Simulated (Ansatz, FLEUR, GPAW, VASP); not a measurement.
# SrO: 4 runs at one level of theory

```xyz
2
Lattice="0.0000 2.5663 2.5663 2.5663 0.0000 2.5663 2.5663 2.5663 0.0000" Properties=species:S:1:pos:R:3 pbc="T T T"
Sr    2.5663    2.5663    2.5663
O     0.0000    0.0000    0.0000
```

Alike in all runs: task band structure; functional RPBE; k mesh 9 × 9 × 9; occupations fermi-dirac, width 0.05 eV; no spin polarisation; no spin-orbit coupling. Pressure is positive in compression and, in plane waves, holds the error of the finite cutoff. Gaps are the smaller of the mesh's and the band path's.

```json
{"program and potentials": "VASP, PBE PAW files O, Sr_sv, 520 eV", "plane-wave cutoff (eV)": "520", "notes": "potentials made for PBE", "band gap (eV)": "3.38", "pressure (GPa)": "7.01"}
{"program and potentials": "FLEUR, all-electron, FLAPW", "plane-wave cutoff (eV)": "-", "notes": "-", "band gap (eV)": "3.58", "pressure (GPa)": "-"}
{"program and potentials": "Ansatz, all-electron LAPW, scalar-relativistic", "plane-wave cutoff (eV)": "-", "notes": "-", "band gap (eV)": "3.43", "pressure (GPa)": "6.39"}
{"program and potentials": "GPAW, the program's PAW data sets (release 1.2.1) made for this functional", "plane-wave cutoff (eV)": "800", "notes": "-", "band gap (eV)": "3.48", "pressure (GPa)": "6.90"}
```

The band gap spans 3.38 (VASP, PBE PAW files O, Sr_sv, 520 eV) to 3.58 eV (FLEUR, all-electron, FLAPW), with all-electron results at 3.43 to 3.58. The pressure spans 6.39 (Ansatz, all-electron LAPW, scalar-relativistic) to 7.01 GPa (VASP, PBE PAW files O, Sr_sv, 520 eV), with all-electron results at 6.39. The paths' points differ, which is worth about 0.01 eV.

The functional is the same throughout but for its coding, so the spread measures potentials, basis and numerics; runs on potential files found faulty are left out.

All four runs describe SrO as a wide-gap ionic insulator, with filled O 2p states below empty Sr-derived states of 4d and 5s character. The large gap reflects the electronegativity difference and the Madelung potential, which stabilises the oxide states relative to the cation levels. Even the largest value, 3.58 eV, is well below the measured gap, as expected of Kohn-Sham gaps from a semilocal functional, which lack the derivative discontinuity.

The two all-electron gaps, 3.43 and 3.58 eV, bracket the GPAW value and differ more from each other than VASP does from the lower one, so the spread can't be put down to the PAW potentials alone; basis and linearisation choices probably contribute. The three available pressures agree that the cell is compressed relative to its RPBE equilibrium, in keeping with this functional's tendency to weaken binding and lengthen bonds. The gaps therefore belong to this fixed volume, and relaxation would probably shift them by changing the cation-anion overlap and the electrostatic potential.
